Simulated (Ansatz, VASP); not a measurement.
Two plane-wave programs on Ir

```
Ir
1.0
     3.54554    0.00000    0.00000
    -1.77277    3.07053    0.00000
     0.00000    0.00000    4.02253
Ir
3
Direct
  0.22540 0.00000 0.33333
  0.00000 0.22540 0.66667
  0.77460 0.77460 0.00000
```

Alike in both runs: task relaxation of cell and atoms; functional r2SCAN; k mesh 6 × 6 × 4; occupations gaussian, width 0.1 eV; no spin polarisation.

```csv
,VASP,Ansatz
version,VASP 6.6.1,Ansatz 0.2.0
potentials or method,"VASP PAW PBE potentials, release 64 (Ir)","scalar-relativistic, plane waves, PAW"
plane-wave cutoff (eV),600,500
valence electrons in the cell,27,51
```

|  | VASP | Ansatz | Ansatz less VASP |
| --- | --- | --- | --- |
| gap on the k mesh at the Fermi level, each at its own relaxed structure (eV) | none | none | - |
| relaxed volume (Å³/atom) | 16.68 | 16.58 | -0.104 |
| relaxed cell length with the largest relative difference (Å) | 4.262 | 4.233 | -0.0292 |
| energy change over the relaxation (meV/atom) | -3544 | -3947 | -403.0 |

A gap of «none» marks a metal or a gap that the smearing closes. The two sets of potentials don't hold the same shells in valence.

Caveats: the k mesh is coarse (spacing up to 0.39 Å⁻¹), so the values aren't converged; the bands computed are all filled at some k points, so no gap is given; the PAW data sets were made with another functional, which shifts forces and pressure a little (VASP). Spin-orbit coupling is left out, which matters for the levels of Ir.
